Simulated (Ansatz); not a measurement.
**4 guesses for NiO and where they end**

All numbers below come from Ansatz, DFT PBE, scalar-relativistic, plane waves, PAW. All cells share a 420 eV cutoff and Γ-centred k meshes spaced at most about 0.3 Å⁻¹ (about 0.25 or finer for metals, 2π included). Collinear spin in cells that started with moments and kept them past the coarse steps, no spin elsewhere.

Each guess was relaxed in cell and atoms at zero pressure, within the symmetry of its start. Temperature and zero-point effects are left out. Coordination counts O atoms around Ni (those within 1.25 times the shortest such distance or 1.15 times the sum of covalent radii).

```
guess                   made from  start group  V start (Å³/atom)          end group  V end (Å³/atom)  coordination at the end  gap on mesh (eV)  largest moment (μB)  E over the lowest end (meV/atom)
    1  a cell as deposited in COD        Fm-3m                9.1  Fm-3m (rock salt)              9.4                     Ni 6                 0                  1.5                                 0
    2                 random cell         P4mm               10.5                  ?                ?                        ?                 ?                    ?                                 ?
    3                 random cell       P4/mmm               10.0             P4/mmm             13.5                     Ni 2                 0                    -                               212
    4                 random cell         Fmm2                9.9               Fmm2             13.4                     Ni 3                 0                    -                               122
```

Guess 2 as it starts:

```cif
data_structure
_symmetry_space_group_name_H-M 'P4mm'
_symmetry_Int_Tables_number 99
_cell_length_a 2.7282
_cell_length_b 2.7282
_cell_length_c 2.8294
_cell_angle_alpha 90.000
_cell_angle_beta 90.000
_cell_angle_gamma 90.000
_cell_volume 21.06
loop_
_atom_site_label
_atom_site_type_symbol
_atom_site_symmetry_multiplicity
_atom_site_Wyckoff_symbol
_atom_site_fract_x
_atom_site_fract_y
_atom_site_fract_z
_atom_site_occupancy
Ni1 Ni 1 a 0.00000 0.00000 0.55754 1
O1 O 1 b 0.50000 0.50000 0.92341 1
```

Problem. Fill in the missing row: what does this guess relax into, and where does it rank?

Solution. It ends in space group P4/mmm (No. 123), with a = 2.688 Å, c = 3.240 Å, 11.7 Å³/atom and no gap, without spin. It lies 64 meV/atom over the lowest end, above guess 1 and below guess 4. Counting O atoms around Ni, this end has Ni 4 and the lowest (guess 1) has Ni 6.

Space group P4/mmm (No. 123). a = 2.688 Å, b = 2.688 Å, c = 3.240 Å, α = 90.00°, β = 90.00°, γ = 90.00°
```tsv
atom	site	symmetry	x	y	z
Ni	1b	4/mmm	0.0000	0.0000	0.5000
O	1d	4/mmm	0.5000	0.5000	0.5000
```

Energies over the elements count from the elements' standard structures at the same level (O₂ as a molecule), with no fitted energy shifts.

Problem. Is the lowest end bound against the elements?

Solution. Yes: its formation energy is −0.49 eV/atom. It lies below the elements, which doesn't yet make it stable against other compounds or structures.

No dispersion correction is applied, so the spacing and binding between layers, chains or molecules are poorly described (P4/mmm at 11.7 Å³/atom, Fmm2), and this can change margins and order among such cells. In such compounds of Ni a zero gap at this level may well be an artefact, since no Hubbard U is applied. Another magnetic order may lie lower. Trial moments died out on the coarse mesh in P4/mmm and Fmm2; another magnetic start might hold. Cells relaxed within their symmetry can be saddle points; a later kick test found a lower structure for NiO Fmm2.

Some candidate types were left out of the draw beforehand, so a known form may be missing.
